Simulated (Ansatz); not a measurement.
**Mg2Si: how the settings move a relaxation**

How sensitive is a relaxation of Mg2Si to its settings? A reference run comes first, then one run with altered input.

The COD entry's cell or inner coordinates are ideal or old and differ from later refinements, so a difference from it is no clean test against experiment.

Program: Ansatz 0.2.0. Level of theory: reference: DFT, PBEsol, PAW with Ansatz's default frozen-core files, scalar-relativistic; relaxation of cell and atoms. These are calculated values, not measurements.

1 further run of the same task is left out (for a known fault of the program).

## 1. The system as given

The structure is cubic, space group Fm-3m (No. 225). Conventional cell: a = 6.391 Å, b = 6.391 Å, c = 6.391 Å, α = 90.00°, β = 90.00°, γ = 90.00°. Mg (site symmetry -43m) is surrounded by 4 Si at 2.77 Å. Around Si (site symmetry m-3m) lie 8 Mg at 2.77 Å.

Structure file:

```
CELL_PARAMETERS angstrom
0.00000 3.19550 3.19550
3.19550 0.00000 3.19550
3.19550 3.19550 0.00000
ATOMIC_POSITIONS crystal
Mg 0.25000 0.25000 0.25000
Mg 0.75000 0.75000 0.75000
Si 0.00000 0.00000 0.00000
```

## 2. Baseline

The input, input.yaml:

```yaml
crystal:
  lattice:
    - [0.0, 3.1955, 3.1955]
    - [3.1955, 0.0, 3.1955]
    - [3.1955, 3.1955, 0.0]
  atoms:
    - { symbol: Mg, position: [0.25, 0.25, 0.25] }
    - { symbol: Mg, position: [0.75, 0.75, 0.75] }
    - { symbol: Si, position: [0.0, 0.0, 0.0] }
kpoints:
  mp_grid: { grid: [10, 10, 10] }
scf:
  occupations: { method: fermi_dirac, width: 0.1 }
hamiltonian:
  xc: pbesol
  pseudopotentials: { kind: paw }
relax:
  f_tol: 0.002
  max_steps: 80
  cell: {}
output:
  forces: true
  stress: true
```

Started as:

```sh
$ ansatz run input.yaml --threads 2 --pin off --max-ram 5120MiB --backend cpu --events-out ev --progress --plain --runs-dir out
```

## 3. Changed: occupations.method tetrahedron, lower_state_search light, width left out

Changes to input.yaml since step 2:

```diff
@@ -12,3 +12,4 @@
 scf:
-  occupations: { method: fermi_dirac, width: 0.1 }
+  occupations: { method: tetrahedron }
+  lower_state_search: light
 hamiltonian:
```

What does the calculation give? Wanted: for each run, ending; energy change; pressure; gap; force.

**Answer**, as computed:

| run | ending | energy change | pressure (GPa) | gap (eV) | force (eV/Å) | cycles | time |
| --- | --- | --- | --- | --- | --- | --- | --- |
| reference | converged | 0 | 0.0 | 0.12 | 0.00 | 23 | 4.9 s |
| 1: occupations.method tetrahedron, lower_state_search light, width left out | converged | -0.3 meV/atom (σ→0) | 0.0 | 0.12 | 0.00 | 24 | 5.2 s |

What this shows: Changing the smearing and search for lower states leaves the energy as it was (-0.3 meV/atom). Cost: 24 SCF cycles against 23.
